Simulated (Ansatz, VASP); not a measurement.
## Two plane-wave programs on MgO

```
CELL_PARAMETERS angstrom
6.10106 0.00000 0.00000
3.05053 5.28367 0.00000
0.00000 0.00000 19.22687
ATOMIC_POSITIONS crystal
Mg 0.00000 0.00000 0.05201
Mg 0.00000 0.50000 0.05201
Mg 0.50000 0.00000 0.05201
Mg 0.50000 0.50000 0.05201
Mg 0.66667 0.66667 0.18636
Mg 0.66667 0.16667 0.18636
Mg 0.16667 0.66667 0.18636
Mg 0.16667 0.16667 0.18636
Mg 0.33333 0.33333 0.31306
Mg 0.33333 0.83333 0.31306
Mg 0.83333 0.33333 0.31306
Mg 0.83333 0.83333 0.31306
O 0.33333 0.83333 0.11678
O 0.33333 0.33333 0.11678
O 0.83333 0.83333 0.11678
O 0.83333 0.33333 0.11678
O 0.00000 0.50000 0.23582
O 0.00000 0.00000 0.23582
O 0.50000 0.50000 0.23582
O 0.50000 0.00000 0.23582
O 0.66667 0.16667 0.34974
O 0.66667 0.66667 0.34974
O 0.16667 0.16667 0.34974
O 0.16667 0.66667 0.34974
```

Alike in both runs: functional LDA; k mesh 2 × 2 × 1; occupations fermi-dirac, width 0.02 eV; no spin polarisation.

Ansatz relaxed the structure, and its values are those at the end. VASP's run is a single point on that final structure, the one shown.

|  | VASP | Ansatz |
| --- | --- | --- |
| version | VASP 6.6.1 | Ansatz 0.2.0 |
| potentials or method | VASP PAW LDA potentials, release 64 (Mg, O) | scalar-relativistic, plane waves, PAW |
| plane-wave cutoff (eV) | 520 | 420 |
| valence electrons in the cell | 96 | 192 |

VASP gave:

| Quantity | Value |
| --- | --- |
| rms of the force components (eV/Å) | 0.648 |

Which values does Ansatz return?

rms of the force components (eV/Å): 0.645.

The two sets of potentials don't hold the same shells in valence. Ansatz warned: «pseudo_functional_mismatch».

Caveats: the k mesh is coarse (spacing up to 0.59 Å⁻¹), so the values aren't converged.
